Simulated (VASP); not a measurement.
HfSiO4:

```
CELL_PARAMETERS angstrom
-3.27944 3.27944 2.97940
3.27944 -3.27944 2.97940
3.27944 3.27944 -2.97940
ATOMIC_POSITIONS crystal
Hf 0.00000 0.00000 0.00000
Hf 0.75000 0.25000 0.50000
Si 0.25000 0.75000 0.50000
Si 0.50000 0.50000 0.00000
O 0.13213 0.31745 0.81468
O 0.06745 0.75277 0.68532
O 0.06745 0.38213 0.31468
O 0.50277 0.31745 0.18532
O 0.68255 0.49723 0.81468
O 0.61787 0.93255 0.68532
O 0.24723 0.93255 0.31468
O 0.68255 0.86787 0.18532
```

The cell is a database's computed one.

Base run:

* Program: VASP 6.6.1
* Functional: PBEsol
* Potentials or basis: VASP PAW PBE potentials, release 64 (Hf_pv, Si, O)
* Cutoff: 520 eV
* k mesh: 6 × 6 × 6
* Occupations: gaussian, width 0.02 eV
* Spin: no spin polarisation

Its results: band gap on the k mesh 5.40 eV, indirect (least direct gap 5.77 eV).

Question: The run is repeated on the same cell with these changes: functional from PBEsol to r2SCAN. What comes out?

Answer: Band gap on the k mesh 6.08 eV, indirect (least direct gap 6.44 eV).

r2SCAN gives the wider gap, since meta-GGAs in the generalised Kohn-Sham scheme recover part of the derivative discontinuity.

Caveats: spin-orbit coupling is left out, which moves the levels of the heavy elements.

Not every run made on this cell is shown here.
